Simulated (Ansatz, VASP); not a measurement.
One calculation of Si, two programs

```
Si
1.0
     0.00000    2.69460    2.69460
     2.69460    0.00000    2.69460
     2.69460    2.69460    0.00000
Si
2
Direct
  0.75000 0.75000 0.75000
  0.50000 0.50000 0.50000
```

Alike in both runs: task single point; functional r2SCAN; k mesh 10 × 10 × 10; occupations gaussian, width 0.02 eV; no spin polarisation.

```csv
,VASP,Ansatz
version,VASP 6.6.1,Ansatz 0.2.0
potentials or method,"VASP PAW PBE potentials, release 64 (Si)","scalar-relativistic, plane waves, PAW"
plane-wave cutoff (eV),520,500
valence electrons in the cell,8,8
```

Ansatz gave:

| Property | Result |
| --- | --- |
| gap on the k mesh at the Fermi level (eV) | 0.73 |
| least direct gap on the mesh (eV) | 2.75 |
| pressure (GPa) | 3.2 |

Q: Which values does VASP return?

A: gap on the k mesh at the Fermi level (eV): 0.74; least direct gap on the mesh (eV): 2.77; pressure (GPa): 2.9.

Caveats: the PAW data sets were made with another functional, which shifts forces and pressure a little (VASP). A k mesh can miss the band edges. r2SCAN opens gaps a little over a GGA but as a rule still falls short of measured ones.
